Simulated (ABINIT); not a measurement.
## Input and output of a self-consistent single point for InCuS2 (I-42d, 8 atoms in the cell) (ABINIT)

Computed with PBE, PAW (JTH v2.0 PBE PAW) (plane waves; ABINIT).

This input was run:

```
# InCuS2, JTH v2.0 PBE PAW
pp_dirpath "./"
pseudos "In.GGA_PBE-JTH.xml, Cu.GGA_PBE-JTH.xml, S.GGA_PBE-JTH.xml"
acell 6.9230636902 6.9230636902 6.9230636902 Angstrom
rprim
        -0.4061519763    0.4061519763    0.8185848424
         0.4061519763   -0.4061519763    0.8185848424
         0.4061519763    0.4061519763   -0.8185848424
natom 8
ntypat 3
znucl 49 29 16
typat 1 1 2 2 3 3 3 3
xcart
         0.0000000000   -0.0000000000    5.6671150000
         2.8118160000    0.0000000000    2.8335575000
         0.0000000000    2.8118160000    2.8335575000
         0.0000000000    0.0000000000    0.0000000000
         1.5678686016    1.4059080000    7.0838937500
         4.2177240000    1.2439473984   -1.4167787500
         1.2439473984    1.4059080000    1.4167787500
        -1.4059080000    1.5678686016    4.2503362500
      Angstrom
ecut 60 Ry
pawecutdg 120 Ry
pawxcdev 0
occopt 7
tsmear 0.136 eV
nband 55
kptopt 1
ngkpt 4 4 4
nshiftk 1
shiftk 0 0 0
nstep 80
toldfe 1.0e-09
prtwf 0
prtden 0
prtvol 1
```

Output, abridged:

```
 Symmetries : space group I-4 2 d (#122); Bravais tI (body-center tetrag.)

 -outvars: echo values of preprocessed input variables --------
            acell      1.3082694375E+01  1.3082694375E+01  1.3082694375E+01 Bohr
             ecut      3.00000000E+01 Hartree
              ixc     -101130
         kptrlatt        4    0    0      0    4    0      0    0    4
          kptrlen      4.25084974E+01
            natom           8
            nband          55
            ngfft          72      72      72
          ngfftdg          96      96      96
             nkpt          13
            nstep          80
             nsym           8
           ntypat           3
           occopt           7
        pawecutdg      6.00000000E+01 Hartree
         pawxcdev           0
            rprim     -4.0615197630E-01  4.0615197630E-01  8.1858484240E-01
                       4.0615197630E-01 -4.0615197630E-01  8.1858484240E-01
                       4.0615197630E-01  4.0615197630E-01 -8.1858484240E-01
          spgroup         122
           toldfe      1.00000000E-09 Hartree
           tsmear      4.99790825E-03 Hartree
            typat      1  1  2  2  3  3  3  3
           useylm           1
             xred      5.0000000002E-01  5.0000000003E-01  1.5514756146E-11
                       2.5000000002E-01  7.5000000003E-01  5.0000000002E-01
                       7.5000000002E-01  2.5000000003E-01  5.0000000002E-01
                       1.5382792262E-11  3.0897534531E-11  1.5514749208E-11
                       8.7500000002E-01  9.0380000003E-01  5.2880000002E-01
                       9.6200000014E-02  6.2500000003E-01  9.7120000001E-01
                       3.7500000002E-01  3.4620000003E-01  4.7120000001E-01
                       6.5380000002E-01  1.2500000003E-01  2.8800000017E-02
            znucl       49.00000   29.00000   16.00000

== DATASET  1 ==================================================================

 Real(R)+Recip(G) space primitive vectors, cartesian coordinates (Bohr,Bohr^-1):
 R(1)= -5.3135622  5.3135622 10.7092953  G(1)=  0.0000000  0.0940988  0.0466884
 R(2)=  5.3135622 -5.3135622 10.7092953  G(2)=  0.0940988  0.0000000  0.0466884
 R(3)=  5.3135622  5.3135622-10.7092953  G(3)=  0.0940988  0.0940988  0.0000000
 Unit cell volume ucvol=  1.2094625E+03 bohr^3
 Angles (23,13,12)=  1.32073328E+02  1.32073328E+02  7.01132381E+01 degrees

 Coarse grid specifications (used for wave-functions):

 getcut: wavevector=  0.0000  0.0000  0.0000  ngfft=  72  72  72
         ecut(hartree)=     30.000   => boxcut(ratio)=   2.23214

 Fine grid specifications (used for densities):

 getcut: wavevector=  0.0000  0.0000  0.0000  ngfft=  96  96  96
         ecut(hartree)=     60.000   => boxcut(ratio)=   2.10448

   1.22018133E+04                                ecore*ucvol(ha*bohr**3)

_setup2: Arith. and geom. avg. npw (full set) are    9496.578    9496.566

--- !BeginCycle
solver: {iscf: 17, nstep: 80, nline: 4, wfoptalg: 10, }
tolerances: {toldfe: 1.00E-09, }
...

     iter   Etot(hartree)      deltaE(h)  residm     nres2
 ETOT  1  -540.42586549176    -5.404E+02 5.368E+01 1.896E+02
 ETOT  2  -553.76691520716    -1.334E+01 2.119E-01 2.946E+02
 ETOT  3  -553.46078184087     3.061E-01 8.453E-02 3.085E+01
 ETOT  4  -553.46717642056    -6.395E-03 5.098E-02 1.929E+01
 ETOT  5  -553.44954065286     1.764E-02 1.262E-02 3.457E+00
 ETOT  6  -553.44663847112     2.902E-03 8.824E-03 5.500E-01
   [... 6 lines left out ...]
 ETOT 13  -553.44682097322     6.754E-08 7.107E-04 9.403E-05
 ETOT 14  -553.44682089775     7.548E-08 2.494E-04 1.299E-06
 ETOT 15  -553.44682090256    -4.809E-09 3.912E-04 4.662E-07
 ETOT 16  -553.44682090247     8.981E-11 2.333E-04 2.365E-07
 ETOT 17  -553.44682090224     2.227E-10 1.462E-04 2.199E-09

 At SCF step   17, etot is converged :
  for the second time, diff in etot=  2.227E-10 < toldfe=  1.000E-09

 Cartesian components of stress tensor (hartree/bohr^3)
  sigma(1 1)=  6.18249324E-05  sigma(3 2)=  0.00000000E+00
  sigma(2 2)=  6.18249324E-05  sigma(3 1)=  0.00000000E+00
  sigma(3 3)=  6.26558373E-05  sigma(2 1)=  0.00000000E+00

 ----iterations are completed or convergence reached----

 reduced coordinates (array xred) for    8 atoms
       0.500000000015      0.500000000031      0.000000000016
       0.250000000015      0.750000000031      0.500000000016
       0.750000000015      0.250000000031      0.500000000016
       0.000000000015      0.000000000031      0.000000000016
       0.875000000015      0.903800000033      0.528800000017
       0.096200000014      0.625000000031      0.971200000014
       0.375000000015      0.346200000029      0.471200000014
       0.653800000017      0.125000000031      0.028800000017
 cartesian forces (eV/Angstrom) at end:
    1      0.00000000000000    -0.00000000000000     0.00000000000000
    2      0.00000000000000     0.00000000000000     0.00000000000000
    3      0.00000000000000     0.00000000000000     0.00000000000000
    4      0.00000000000000     0.00000000000000     0.00000000000000
    5      0.00893115132908    -0.00000000000000    -0.00000000000000
    6      0.00000000000000    -0.00893115132908     0.00000000000000
    7     -0.00893115132908    -0.00000000000000     0.00000000000000
    8      0.00000000000000     0.00893115132908    -0.00000000000000
 frms,max,avg= 3.6461273E-03 8.9311513E-03   0.000E+00  0.000E+00  0.000E+00 e/A
 length scales= 13.082694375003 13.082694375003 13.082694375003 bohr
              =  6.923063690200  6.923063690200  6.923063690200 angstroms
 Fermi (or HOMO) energy (hartree) =   0.16902   Average Vxc (hartree)=  -0.34513
 Eigenvalues (hartree) for nkpt=  13  k points:
 kpt#   1, nband= 55, wtk=  0.01563, kpt=  0.0000  0.0000  0.0000 (reduced coord)
  -3.92944   -3.92944   -2.36444   -2.36444   -2.36349   -2.36349   -2.36349   -2.36349
  -0.38894   -0.38859   -0.38859   -0.37942   -0.37873   -0.37873   -0.37649   -0.37635
  -0.37552   -0.37532   -0.34371   -0.28915   -0.28826   -0.28826   -0.07281   -0.04611
  -0.01505    0.00732    0.01045    0.02553    0.02553    0.03601    0.03601    0.04880
   0.04880    0.05139    0.10035    0.10127    0.10479    0.11488    0.11488    0.11513
   0.11983    0.16243    0.16641    0.16641    0.16728    0.24495    0.24628    0.31047
   0.31047    0.34316    0.34495    0.35528    0.35528    0.35963    0.39787
      occupation numbers for kpt#   1
   2.00000    2.00000    2.00000    2.00000    2.00000    2.00000    2.00000    2.00000
   2.00000    2.00000    2.00000    2.00000    2.00000    2.00000    2.00000    2.00000
   2.00000    2.00000    2.00000    2.00000    2.00000    2.00000    2.00000    2.00000
   2.00000    2.00000    2.00000    2.00000    2.00000    2.00000    2.00000    2.00000
   2.00000    2.00000    2.00000    2.00000    2.00000    2.00000    2.00000    2.00000
   2.00000    1.93761    1.53837    1.53837    1.37578    0.00000    0.00000    0.00000
   0.00000    0.00000    0.00000    0.00000    0.00000    0.00000    0.00000
 prteigrs : prtvol=0 or 1, do not print more k-points.

--- !EnergyTerms
comment             : Components of total free energy in Hartree
kinetic             :  6.76994566236499E+01
hartree             :  1.94368020166764E+02
xc                  : -3.52038092862433E+01
Ewald energy        : -2.82140676407689E+02
psp_core            :  1.00886244836982E+01
local_psp           : -4.74224263974366E+02
spherical_terms     : -3.40340148372962E+01
internal            : -5.53446663231482E+02
'-kT*entropy'       : -1.67214291901241E-04
total_energy        : -5.53446830445774E+02
total_energy_eV     : -1.50600541493603E+04
...

-Cartesian components of stress tensor (GPa)         [Pressure= -1.8271E+00 GPa]
- sigma(1 1)=  1.81895200E+00  sigma(3 2)=  0.00000000E+00
- sigma(2 2)=  1.81895200E+00  sigma(3 1)=  0.00000000E+00
- sigma(3 3)=  1.84339807E+00  sigma(2 1)=  0.00000000E+00

 Calculation completed.
```

The run converged in 17 iterations.

The starting cell comes from a database of computed structures (which also holds hypothetical and non-ambient phases and stackings), without a prior relaxation at this level. Its lattice was rescaled by a random factor within 2.5 % of one. Spin polarisation is off. The run gives no clean gap (levels at the Fermi energy touch, overlap or are partly filled at this smearing), which alone does not show that the compound is a metal.

Cost on one core of a shared machine: roughly 20 min.
